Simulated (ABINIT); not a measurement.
Runs of ABINIT 10.8.3 (patched build) on MoS2. The structure is trigonal, space group R3m (No. 160). The conventional cell has a = 3.160 Å, b = 3.160 Å, c = 18.450 Å, α = 90.00°, β = 90.00°, γ = 120.00°. Mo (site symmetry 3m) has 6 S at 2.39 Å as nearest neighbours. S (site symmetry 3m) has 3 Mo at 2.39 Å as nearest neighbours. S (site symmetry 3m) is surrounded by 3 Mo at 2.39 Å. Measurements of this composition are mostly on another form, of space group No. 194.

```csv
task,level,potentials or basis,cell,k mesh,cutoff (eV),fine-grid cutoff,cell freedom (optcell),cutoff smearing ecutsm (Ha),optimiser (ionmov),force stop (Ha/bohr),gap on the mesh (eV),pressure (GPa),largest force (eV/Å)
band structure,TB-mBJ,JTH PAW LDA v2.0,as given,7 × 7 × 7,653,1251.72 eV,-,-,-,-,(c),-,-
relaxation of cell and atoms,PBEsol,JTH PAW PBE v2.0,relaxed,8 × 8 × 8,544,1088.46 eV,2,0.5,2,0.0005,1.04,0.1,0.02
band structure,r2SCAN,JTH PAW PBE v2.0,as given,8 × 8 × 8,653,1251.72 eV,-,-,-,-,(d),-,0.42
single point,PBEsol,PseudoDojo NC SR PBEsol v0.4.1 standard,as given,10 × 10 × 10,1088,-,-,-,-,-,0.91,0.4,0.27
band structure,LDA,JTH PAW LDA v2.0,as given,10 × 10 × 10,544,1088.46 eV,-,-,-,-,(a),(b),0.08
band structure,PBEsol,JTH PAW PBE v2.0,as given,10 × 10 × 10,544,1088.46 eV,-,-,-,-,0.91,0.6,0.29
single point,PBE,JTH PAW PBE v2.0,as given,10 × 10 × 10,544,1088.46 eV,-,-,-,-,0.96,5.4,0.53
```

Alike in all rows: no spin polarisation; smearing fermi-dirac 0.05 eV.

Q: Fill in the values left out.

A: (a) 0.88; (b) -2.4; (c) 1.31; (d) 1.13.

Caveats: the PAW data sets were made with another functional, which shifts forces and pressure a little (some runs); the constant c of TB-mBJ comes from the pseudo density here, which moves gaps by up to 0.3 eV between sets of potentials (some runs).

A k mesh can miss the band edges, and the runs leave out spin-orbit coupling on Mo.

Not every run made on this cell is shown here.
